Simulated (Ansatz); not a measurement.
## HfO2: field gradients at two levels of theory

Cell: a COD entry whose atoms were relaxed with PBE, the cell held.

Space group Pbca (No. 61); a = 5.0598, b = 10.0172, c = 5.2276 Å.

| site | Wyckoff | site symmetry | x | y | z |
| --- | --- | --- | --- | --- | --- |
| Hf | 8c | 1 | 0.7451 | 0.8845 | 0.9649 |
| O9 | 8c | 1 | 0.8705 | 0.7907 | 0.6240 |
| O17 | 8c | 1 | 0.5029 | 0.9764 | 0.2617 |

One atom of each set is listed.

First run. Level of theory: DFT, PBE, plane waves and PAW, scalar-relativistic, 420 eV cutoff, Γ-centred 5×3×5 k-points, Fermi–Dirac smearing 0.02 eV (Ansatz 0.2.0).

```json
{"site": "Hf", "V_zz (10²¹ V/m²)": "11.47", "η": "0.25"}
{"site": "O9", "V_zz (10²¹ V/m²)": "-2.85", "η": "0.49"}
{"site": "O17", "V_zz (10²¹ V/m²)": "-1.49", "η": "0.69"}
```

Second run. The same atoms and settings, except that the functional is r2SCAN and the cutoff is 500 eV.

Question: Given the first result, estimate the second.

Answer: 

```csv
site,V_zz,η,change of V_zz
Hf,11.69,0.27,+0.22
O9,-2.94,0.50,-0.09
O17,-1.58,0.66,-0.09
```

The largest change of V_zz is on Hf, from 11.47 to 11.69. In per cent, |V_zz| changes by +2 on Hf, +3 to +6 on O (all sites that start above 0.5).

Without spin–orbit coupling the gradients at and beside Hf can be off by some per cent, at some sites by more.
For the first run: At this cell the PBE pressure is 6 GPa, so with PBE the cell would grow if it were relaxed.
